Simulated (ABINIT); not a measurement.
Runs of ABINIT 10.8.3 (patched build) on ZnO (zincite). The structure is hexagonal, space group P6_3mc (No. 186). Conventional cell: a = 3.249 Å, b = 3.249 Å, c = 5.206 Å, α = 90.00°, β = 90.00°, γ = 120.00°. Zn (site symmetry 3m) has 4 O at 1.97 to 1.98 Å as nearest neighbours. O (site symmetry 3m) has 4 Zn at 1.97 to 1.98 Å as nearest neighbours. 

```tsv
task	level	potentials or basis	k mesh	cutoff (eV)	smearing	fine-grid cutoff	stop of the response cycle (tolvrs)	acoustic sum rule (asr)	mesh quality	gap on the mesh (eV)	pressure (GPa)	largest force (eV/Å)
single point	r2SCAN	JTH PAW PBE v2.0	7 × 7 × 4	762	fermi-dirac 0.05 eV	1360.57 eV	-	-	not flagged	1.21	-	0.07
single point	r2SCAN	JTH PAW PBE v2.0	5 × 5 × 3	762	fermi-dirac 0.05 eV	1360.57 eV	-	-	coarse	1.21	-	0.07
band structure	LDA	JTH PAW LDA v2.0	9 × 9 × 5	626	fermi-dirac 0.05 eV	1224.51 eV	-	-	not flagged	0.72	-7.7	0.05
single point	PBE	JTH PAW PBE v2.0	5 × 5 × 3	626	fermi-dirac 0.05 eV	1224.51 eV	-	-	coarse	0.79	4.3	0.07
single point	LDA	JTH PAW LDA v2.0	4 × 4 × 2	626	fermi-dirac 0.05 eV	1224.51 eV	-	-	coarse	0.71	(a)	0.05
band structure	WC	JTH PAW PBE v2.0	9 × 9 × 5	626	fermi-dirac 0.05 eV	1224.51 eV	-	-	not flagged	0.68	-1.9	0.06
single point	PBE	JTH PAW PBE v2.0	7 × 7 × 4	626	fermi-dirac 0.05 eV	1224.51 eV	-	-	not flagged	0.79	4.3	0.07
single point	LDA	JTH PAW LDA v2.0	12 × 12 × 6	626	fermi-dirac 0.05 eV	1224.51 eV	-	-	not flagged	0.72	-7.7	0.05
single point	PBEsol	JTH PAW PBE v2.0	4 × 4 × 2	626	fermi-dirac 0.05 eV	1224.51 eV	-	-	coarse	0.67	-1.9	0.06
band structure	HCTH407	JTH PAW PBE v2.0	9 × 9 × 5	626	fermi-dirac 0.05 eV	1224.51 eV	-	-	not flagged	1.41	6.7	0.07
single point	PBE	PseudoDojo NC SR PBE v0.4.1 standard	7 × 7 × 4	1034	fermi-dirac 0.05 eV	-	-	-	not flagged	(c)	-	0.07
dielectric tensor	PBE	PseudoDojo NC SR PBE v0.4.1 standard	6 × 6 × 4, shifted	1088	fixed	-	1e-08	1	coarse	-	(b)	0.07
```

Alike in all rows: no spin polarisation; cell as given.

**Question.** Estimate the missing entries.

**Answer.** (a) -7.8; (b) 4.2; (c) 0.87.

Caveats: some runs use coarse meshes; the PAW data sets were made with another functional, which shifts forces and pressure a little (some runs); an odd mesh through Γ misses points on the zone boundary, where band edges often lie (some runs); the cell is more than 3 GPa from zero pressure, which shifts response properties (some runs).

Not every run made on this cell is shown here.
